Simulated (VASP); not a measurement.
# MoSe2 (P6_3/mmc) in VASP: Born charges and dielectric tensor with LDA

Aim: the Born charges and dielectric tensor of MoSe2 with LDA.

All numbers are computed with VASP 6.6.1; they aren't measurements. Logs are shortened: lines on timing, memory, paths and dates and some standing lists are left out, and cuts for length are marked.

## (1) The crystal as given

The structure is hexagonal, space group P6_3/mmc (No. 194). Conventional cell: a = 3.252 Å, b = 3.252 Å, c = 12.762 Å, α = 90.00°, β = 90.00°, γ = 120.00°. Around Mo (site symmetry -6m2) lie 6 Se at 2.51 Å. Around Se (site symmetry 3m) lie 3 Mo at 2.51 Å.

The cell is a database's computed one.

## (2) Born charges and dielectric tensor, LDA

INCAR

```
PREC = Accurate
ENCUT = 600
EDIFF = 1E-8
ISMEAR = 0
SIGMA = 0.02
LREAL = False
LASPH = True
NELM = 60
ALGO = Fast
ISIF = 2
LWAVE = False
LCHARG = False
GGA = CA
LEPSILON = True
IBRION = 8
NSW = 1
```

KPOINTS

```
Automatic mesh
0
Gamma
  6 6 1
```

POSCAR

```
MoSe2
1.0
    3.2518500000      0.0000000000      0.0000000000
   -1.6259300000      2.8161900000      0.0000000000
    0.0000000000      0.0000000000     12.7620400000
Mo Se
2 4
Direct
    0.6666700000      0.3333300000      0.7500000000
    0.3333300000      0.6666700000      0.2500000000
    0.3333300000      0.6666700000      0.8801000000
    0.6666700000      0.3333300000      0.3801000000
    0.3333300000      0.6666700000      0.6199000000
    0.6666700000      0.3333300000      0.1199000000
```

Potentials or basis: VASP PAW LDA potentials, release 64 (Mo_sv, Se).

On the command line:

```bash
> cat potpaw_LDA.64/Mo_sv/POTCAR potpaw_LDA.64/Se/POTCAR > POTCAR
> mpirun -np 1 vasp_std > vasp.out
```

OUTCAR:

```text
PREC = Accurate
   ENCUT = 600
   EDIFF = 1E-8
   ISMEAR = 0
   LREAL = False
   LASPH = True
   NELM = 60
   ISIF = 2
   GGA = CA
   LEPSILON = True
   IBRION = 8
   NSW = 1

 ion  position               nearest neighbor table
   1  0.667  0.333  0.750-   3 2.51   5 2.51   3 2.51   5 2.51   3 2.51   5 2.51
   2  0.333  0.667  0.250-   4 2.51   6 2.51   4 2.51   6 2.51   4 2.51   6 2.51
   3  0.333  0.667  0.880-   1 2.51   1 2.51   1 2.51
   4  0.667  0.333  0.380-   2 2.51   2 2.51   2 2.51
   5  0.333  0.667  0.620-   1 2.51   1 2.51   1 2.51
   6  0.667  0.333  0.120-   2 2.51   2 2.51   2 2.51

  LATTYP: Found a hexagonal cell.
 ALAT       =     3.2518500000
 C/A-ratio  =     3.9245475652

  Lattice vectors:

 A1 = (   3.2518500000,   0.0000000000,   0.0000000000)
 A2 = (  -1.6259300000,   2.8161900000,   0.0000000000)
 A3 = (   0.0000000000,   0.0000000000,  12.7620400000)

Analysis of symmetry for initial positions (statically):
=====================================================================
 Subroutine PRICEL returns:
 Original cell was already a primitive cell.

 Routine SETGRP: Setting up the symmetry group for a
 hexagonal supercell.

 Subroutine GETGRP returns: Found  8 space group operations
 (whereof  4 operations were pure point group operations)
 out of a pool of 24 trial point group operations.

The static configuration has the point symmetry C_2h.
 The point group associated with its full space group is D_2h.

Analysis of symmetry for dynamics (positions and initial velocities):
=====================================================================
 Subroutine PRICEL returns:
 Original cell was already a primitive cell.

 Routine SETGRP: Setting up the symmetry group for a
 hexagonal supercell.

 Subroutine GETGRP returns: Found  8 space group operations
 (whereof  4 operations were pure point group operations)
 out of a pool of 24 trial point group operations.

The dynamic configuration has the point symmetry C_2h.
 The point group associated with its full space group is D_2h.

 Subroutine INISYM returns: Found  8 space group operations
 (whereof  4 operations are pure point group operations),
 and found     1 'primitive' translations

----------------------------------------------------------------------------------------

                                     Primitive cell

  volume of cell :     116.8726

  direct lattice vectors                    reciprocal lattice vectors
     3.251850000  0.000000000  0.000000000     0.307517259  0.177545385  0.000000000
    -1.625930000  2.816190000  0.000000000     0.000000000  0.355089678  0.000000000
     0.000000000  0.000000000 12.762040000     0.000000000  0.000000000  0.078357379

  length of vectors
     3.251850000  3.251857082 12.762040000     0.355090451  0.355089678  0.078357379

[... 679 lines left out ...]

 PIEZOELECTRIC TENSOR (including local field effects)  for field in x, y, z        (C/m^2)
          XX          YY          ZZ          XY          YZ          ZX
  --------------------------------------------------------------------------------
  x     0.00000     0.00000     0.00000     0.00000     0.00000     0.00000
  y     0.00000     0.00000     0.00000     0.00000     0.00000     0.00000
  z     0.00000     0.00000     0.00000     0.00000     0.00000     0.00000

 BORN EFFECTIVE CHARGES (including local field effects) (in |e|, cummulative output)
 ---------------------------------------------------------------------------------
 ion    1
    1    -1.89967     0.00002     0.00000
    2     0.00002    -1.89966     0.00000
    3     0.00000     0.00000    -0.71290
 ion    2
    1    -1.89967     0.00002     0.00000
    2     0.00002    -1.89966     0.00000
    3     0.00000     0.00000    -0.71290
 ion    3
    1     0.94984    -0.00001    -0.00004
    2    -0.00001     0.94983     0.00002
    3    -0.00005     0.00003     0.35645
 ion    4
    1     0.94984    -0.00001     0.00004
    2    -0.00001     0.94983    -0.00002
    3     0.00005    -0.00003     0.35645
 ion    5
    1     0.94984    -0.00001     0.00004
    2    -0.00001     0.94983    -0.00002
    3     0.00005    -0.00003     0.35645
 ion    6
    1     0.94984    -0.00001    -0.00004
    2    -0.00001     0.94983     0.00002
    3    -0.00005     0.00003     0.35645

 INTERNAL STRAIN TENSOR FOR ION    6 for displacements in x,y,z  (eV/Angst):
          X           Y           Z          XY          YZ          ZX
  --------------------------------------------------------------------------------
  x     0.00711     0.00211     0.00126     3.68094     0.02679    12.56983
  y     3.60612    -3.61147    -0.00073     0.13251    13.49985     0.01813
  z     9.98114     9.98859    27.00177     0.00641     0.00149    -0.00249

 SECOND DERIVATIVES (NOT SYMMETRIZED)
 ------------------------------------
               1X          1Y          1Z          2X          2Y          2Z          3X          3Y          3Z          4X          4Y          4Z          5X          5Y          5Z          6X          6Y          6Z
  1X   -18.356923    0.009682    0.000000    0.119223   -0.003977    0.000000    9.072741    0.000039    0.001895    0.046109   -0.002891    0.000358    9.072741    0.000039   -0.001895    0.046109   -0.002891   -0.000358
  1Y     0.009682  -18.345849    0.000000   -0.003977    0.114632    0.000000    0.000039    9.072838   -0.001094   -0.002891    0.042771   -0.000206    0.000039    9.072838    0.001094   -0.002891    0.042771    0.000206
  1Z     0.000000   -0.000000  -27.998566    0.000000    0.000000    0.321065    0.000450   -0.000260   13.849812   -0.000312    0.000180   -0.011061   -0.000450    0.000260   13.849812    0.000312   -0.000180   -0.011061
  2X     0.119223   -0.003977    0.000000  -18.356923    0.009682    0.000000    0.046109   -0.002891   -0.000358    9.072741    0.000039   -0.001895    0.046109   -0.002891    0.000358    9.072741    0.000039    0.001895
  2Y    -0.003977    0.114632    0.000000    0.009682  -18.345849    0.000000   -0.002891    0.042771    0.000206    0.000039    9.072838    0.001094   -0.002891    0.042771   -0.000206    0.000039    9.072838   -0.001094
  2Z     0.000000    0.000000    0.321065    0.000000   -0.000000  -27.998566    0.000312   -0.000180   -0.011061   -0.000450    0.000260   13.849812   -0.000312    0.000180   -0.011061    0.000450   -0.000260   13.849812
  3X     9.048044   -0.003986    0.001517    0.030247    0.002099   -0.000515   -8.741469   -0.002270    0.000015    0.025896    0.001473   -0.000551   -0.402065    0.002292   -0.000235    0.039347    0.000391   -0.000231
  3Y    -0.003986    9.043493   -0.000876    0.002099    0.032671    0.000298   -0.002270   -8.744141   -0.000009    0.001473    0.027598    0.000318    0.002292   -0.399420    0.000136    0.000391    0.039799    0.000134
  3Z    -0.001208    0.000698   13.840041    0.000090   -0.000052   -0.008278   -0.001163    0.000671  -15.852820    0.001542   -0.000890   -0.007302    0.000199   -0.000115    1.719288    0.000539   -0.000311    0.309071
  4X     0.030247    0.002099    0.000515    9.048044   -0.003986   -0.001517    0.025896    0.001473    0.000551   -8.741469   -0.002270   -0.000015    0.039347    0.000391    0.000231   -0.402065    0.002292    0.000235
  4Y     0.002099    0.032671   -0.000298   -0.003986    9.043493    0.000876    0.001473    0.027598   -0.000318   -0.002270   -8.744141    0.000009    0.000391    0.039799   -0.000134    0.002292   -0.399420   -0.000136
  4Z    -0.000090    0.000052   -0.008278    0.001208   -0.000698   13.840041   -0.001542    0.000890   -0.007302    0.001163   -0.000671  -15.852820   -0.000539    0.000311    0.309071   -0.000199    0.000115    1.719288
  5X     9.048044   -0.003986   -0.001517    0.030247    0.002099    0.000515   -0.402065    0.002292    0.000235    0.039347    0.000391    0.000231   -8.741469   -0.002270   -0.000015    0.025896    0.001473    0.000551
  5Y    -0.003986    9.043493    0.000876    0.002099    0.032671   -0.000298    0.002292   -0.399420   -0.000136    0.000391    0.039799   -0.000134   -0.002270   -8.744141    0.000009    0.001473    0.027598   -0.000318
  5Z     0.001208   -0.000698   13.840041   -0.000090    0.000052   -0.008278   -0.000199    0.000115    1.719288   -0.000539    0.000311    0.309071    0.001163   -0.000671  -15.852820   -0.001542    0.000890   -0.007302
  6X     0.030247    0.002099   -0.000515    9.048044   -0.003986    0.001517    0.039347    0.000391   -0.000231   -0.402065    0.002292   -0.000235    0.025896    0.001473   -0.000551   -8.741469   -0.002270    0.000015
  6Y     0.002099    0.032671    0.000298   -0.003986    9.043493   -0.000876    0.000391    0.039799    0.000134    0.002292   -0.399420    0.000136    0.001473    0.027598    0.000318   -0.002270   -8.744141   -0.000009
  6Z     0.000090   -0.000052   -0.008278   -0.001208    0.000698   13.840041    0.000539   -0.000311    0.309071    0.000199   -0.000115    1.719288    0.001542   -0.000890   -0.007302   -0.001163    0.000671  -15.852820

 Eigenvectors and eigenvalues of the dynamical matrix
 ----------------------------------------------------

   1 f  =   10.729269 THz    67.413984 2PiTHz  357.889886 cm-1    44.372671 meV
             X         Y         Z           dx          dy          dz
      1.625940  0.938721  9.571530    -0.000000   -0.000000    0.557257
     -0.000020  1.877469  3.190510     0.000000    0.000000   -0.557257
     -0.000020  1.877469 11.231871    -0.000018    0.000010   -0.307786
      1.625940  0.938721  4.850851    -0.000018    0.000010    0.307786
     -0.000020  1.877469  7.911189     0.000018   -0.000010   -0.307786
      1.625940  0.938721  1.530169     0.000018   -0.000010    0.307786
[... 145 lines left out ...]
  18 f/i=    0.009463 THz     0.059457 2PiTHz    0.315649 cm-1     0.039135 meV
             X         Y         Z           dx          dy          dz
      1.625940  0.938721  9.571530    -0.375926    0.217052   -0.000000
     -0.000020  1.877469  3.190510    -0.375926    0.217052   -0.000000
     -0.000020  1.877469 11.231871    -0.341812    0.197355   -0.000028
      1.625940  0.938721  4.850851    -0.341812    0.197355    0.000028
     -0.000020  1.877469  7.911189    -0.341812    0.197355    0.000028
      1.625940  0.938721  1.530169    -0.341812    0.197355   -0.000028

--------------------------------------------------------------------------------------------------------

 MACROSCOPIC STATIC DIELECTRIC TENSOR IONIC CONTRIBUTION
 ------------------------------------------------------
           0.613641     0.000156    -0.000000
           0.000156     0.613824    -0.000000
          -0.000000    -0.000000     0.056870
 ------------------------------------------------------

 ELASTIC MODULI CONTR FROM IONIC RELAXATION (kBar)
 Direction    XX          YY          ZZ          XY          YZ          ZX
 --------------------------------------------------------------------------------
 XX        -387.5689   -223.8257   -825.5153    -20.6942     -0.0000      0.0000
 YY        -223.8257   -387.3561   -827.2211     20.8825      0.0000     -0.0000
 ZZ        -825.5153   -827.2211  -2235.1822     -1.4730     -0.0000      0.0000
 XY         -20.6942     20.8825     -1.4730   -226.7232     -0.0000      0.0000
 YZ          -0.0000      0.0000     -0.0000     -0.0000  -1195.8326     -3.3526
 ZX           0.0000     -0.0000      0.0000      0.0000     -3.3526  -1037.2476
 --------------------------------------------------------------------------------

 PIEZOELECTRIC TENSOR IONIC CONTR  for field in x, y, z        (C/m^2)
          XX          YY          ZZ          XY          YZ          ZX
  --------------------------------------------------------------------------------
  x    -0.00000     0.00000    -0.00000     0.00000    -0.00000     0.00000
  y    -0.00000    -0.00000     0.00000     0.00000    -0.00000    -0.00000
  z    -0.00000     0.00000     0.00000     0.00000    -0.00000     0.00000
```

Run time: 21 min. Hardware: 1 thread of Intel Xeon 6975P-C (Granite Rapids), shared host; peak memory 0.53 GiB.

What came out:

| Quantity | Value |
| --- | --- |
| Band gap on the k mesh | 0.76 eV, indirect (least direct gap 1.51 eV) |
| Electronic dielectric tensor (diagonal) | 17.13, 17.13, 10.60 |
| Born charges (mean of the diagonal) | Mo -1.50; Se +0.75 e |
| Highest phonon frequency at Γ, LO-TO splitting left out | 358 cm⁻¹ |

Phonon frequencies in cm⁻¹ (negative: imaginary):
| q point | frequencies |
| --- | --- |
| (0.000, 0.000, 0.000) | 0 0 0 29 29 44 169 169 170 170 244 248 288 288 288 289 355 358 |

Electronic dielectric tensor:
```
17.13  0.00  0.00
 0.00 17.13  0.00
 0.00  0.00 10.60
```

Born effective charge tensors (e):
atom 1, Mo
```
-1.90  0.00  0.00
 0.00 -1.90  0.00
 0.00  0.00 -0.71
```
atom 2, Mo
```
-1.90  0.00  0.00
 0.00 -1.90  0.00
 0.00  0.00 -0.71
```
atom 3, Se
```
0.95 0.00 0.00
0.00 0.95 0.00
0.00 0.00 0.36
```
atom 4, Se
```
0.95 0.00 0.00
0.00 0.95 0.00
0.00 0.00 0.36
```
atom 5, Se
```
0.95 0.00 0.00
0.00 0.95 0.00
0.00 0.00 0.36
```
atom 6, Se
```
0.95 0.00 0.00
0.00 0.95 0.00
0.00 0.00 0.36
```

Caveat: the k mesh is coarse (spacing up to 0.49 Å⁻¹), so the values aren't converged; an odd mesh through Γ misses points on the zone boundary, where band edges often lie.
